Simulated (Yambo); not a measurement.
## SiC (Moissanite): optical spectrum by the Bethe-Salpeter equation with PBEsol

Crystal: SiC (Moissanite).

```
CELL_PARAMETERS angstrom
3.07600 0.00000 0.00000
-1.53800 2.66389 0.00000
0.00000 0.00000 5.04800
ATOMIC_POSITIONS crystal
Si 0.66667 0.33333 0.50000
Si 0.33333 0.66667 0.00000
C 0.66667 0.33333 0.88500
C 0.33333 0.66667 0.38500
```

* Program: Yambo 5.3.0
* Task: optical spectrum by the Bethe-Salpeter equation
* Functional: PBEsol
* Potentials or basis: PseudoDojo 0.4.1 SR PBEsol standard
* Cutoff: 776 eV
* Density cutoff: 3129 eV
* k mesh: 6 × 6 × 4
* Occupations: fixed
* Spin: no spin polarisation
* k mesh of the self-consistent run: 12 × 12 × 6
* Random integration of the Coulomb term: yes
* Direction of the field or of q to 0: y
* Broadening: 0.2 eV
* Kernel: screened exchange
* Terms kept: resonant and antiresonant, uncoupled
* Solver: diagonalisation
* Correction of the levels: scissor
* Top of the energy range: 15 eV
* Energy points: 150
* Scissor shift: 0.95 eV
* Bands of the transition space (first, last): [7, 11]
* Bands in the response: 48
* Cutoff of the response matrix: 5 Ry
* Cutoff of exchange and Vxc: 10 Ry

| Item | Value |
| --- | --- |
| Band gap on the k mesh, mean-field level | 2.16 eV, indirect (least direct gap 3.96 eV) |
| Exciton binding energy | 0.29 eV |
| Lowest exciton energy | 4.62 eV |
| Lowest bright exciton energy | 4.96 eV |

Dielectric function (along the field direction of the input):
| energy (eV) | real part | imaginary part |
| --- | --- | --- |
| 0.30 | 3.56 | 0.01 |
| 0.60 | 3.58 | 0.01 |
| 1.01 | 3.62 | 0.02 |
| 1.41 | 3.67 | 0.03 |
| 1.71 | 3.73 | 0.04 |
| 2.11 | 3.84 | 0.06 |
| 2.52 | 3.97 | 0.08 |
| 2.92 | 4.16 | 0.10 |
| 3.22 | 4.33 | 0.13 |
| 3.62 | 4.63 | 0.18 |
| 4.03 | 5.05 | 0.25 |
| 4.43 | 5.66 | 0.39 |
| 4.73 | 6.36 | 0.61 |
| 5.13 | 7.86 | 1.56 |
| 5.54 | 8.48 | 4.02 |
| 5.94 | 9.08 | 5.10 |
| 6.24 | 9.18 | 11.47 |
| 6.64 | 1.08 | 12.70 |
| 7.05 | -1.81 | 6.92 |
| 7.45 | -3.03 | 5.88 |
| 7.75 | -1.46 | 4.92 |
| 8.15 | -2.97 | 6.14 |
| 8.56 | -2.79 | 3.40 |
| 8.96 | -3.57 | 2.57 |
| 9.26 | -3.06 | 1.37 |
| 9.66 | -2.21 | 0.78 |
| 10.07 | -1.68 | 0.47 |
| 10.47 | -1.07 | 0.44 |
| 10.77 | -1.04 | 0.59 |
| 11.17 | -0.97 | 0.23 |
| 11.58 | -0.66 | 0.13 |
| 11.98 | -0.45 | 0.09 |
| 12.28 | -0.33 | 0.08 |
| 12.68 | -0.19 | 0.07 |
| 13.09 | -0.07 | 0.06 |
| 13.49 | 0.00 | 0.06 |
| 13.79 | 0.07 | 0.04 |
| 14.19 | 0.14 | 0.03 |
| 14.60 | 0.21 | 0.03 |
| 15.00 | 0.26 | 0.03 |

Lowest exciton energies (eV): 4.62, 4.62, 4.62, 4.94, 4.94, 4.94, 4.96, 4.96

Excitons:
```csv
energy (eV),strength (relative to the strongest)
4.615,1.2e-06
4.615,1e-06
4.619,1.6e-07
4.937,3.3e-06
4.938,1e-06
4.940,3.4e-07
4.963,0.0022
4.964,3.2e-09
4.965,3.8e-10
5.236,9.8e-09
5.280,0.0019
5.280,0.02
```

Run time: 2 min on 1 thread of Arm Neoverse V2, on a shared host.

Caveat: the scissor is the correction of the direct gap in an earlier G0W0 run on the same states; exciton energies and binding change strongly with the k mesh and aren't converged on this one; spectra need much finer meshes, so this one isn't converged. A k mesh can miss the band edges.
